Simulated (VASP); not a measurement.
Set up this calculation in VASP 6.6.1, as the native input.

| Property | Result |
| --- | --- |
| Task | relaxation of cell and atoms |
| Functional | r2SCAN |
| Potentials or basis | VASP PAW PBE potentials, release 64 (Te, Pb_d) |
| Cutoff | 600 eV |
| k mesh | 8 × 8 × 8 |
| Occupations | gaussian, width 0.03 eV |
| Spin | no spin polarisation |
| Further INCAR settings | ALGO = Normal; EDIFF = 1e-07; IBRION = 2; EDIFFG = -0.005; NSW = 90; ISIF = 3 |

The structure of TePb lies in POSCAR:

```
TePb                                    
1.0
    0.0000000000      3.2676419678      3.2676419678
    3.2676419678     -0.0000000000      3.2676419678
    3.2676419678      3.2676419678      0.0000000000
  Te              Pb            
     1     1
Direct
     0.5000000000000000    0.5000000000000000    0.5000000000000000
     0.0000000000000000    0.0000000000000000    0.0000000000000000
```

These files were run (other wordings do the same):

INCAR

```
SYSTEM = TePb
PREC = Accurate
ENCUT = 600
EDIFF = 1E-7
ISMEAR = 0
SIGMA = 0.03
LREAL = .False.
LASPH = .True.
NELM = 80
ALGO = Normal
ISIF = 3
LWAVE = .False.
LCHARG = .False.
METAGGA = R2SCAN
LMIXTAU = .True.
IBRION = 2
NSW = 90
EDIFFG = -0.005
```

KPOINTS

```
Automatic mesh
0
Gamma
  8 8 8
  0 0 0
```

Potentials or basis: VASP PAW PBE potentials, release 64 (Te, Pb_d).

The run is started by

```console
$ cat potpaw_PBE.64/Te/POTCAR potpaw_PBE.64/Pb_d/POTCAR > POTCAR
$ mpirun -np 1 vasp_std > vasp.out
```

It gave:

| Property | Result |
| --- | --- |
| Pressure after relaxing | 0.0 GPa |
| Band gap on the k mesh | 1.09 eV, direct |

Caveat: the relaxation stopped at its first step, so nothing moved; the PAW data sets were made with another functional, which shifts forces and pressure a little; spin-orbit coupling is left out, which as a rule narrows the gap of such compounds by several tenths of an eV.

Wall time 2.5 min on 1 thread of Intel(R) Xeon(R) Platinum 8488C (Sapphire Rapids), on a shared host, peak memory 0.27 GiB.
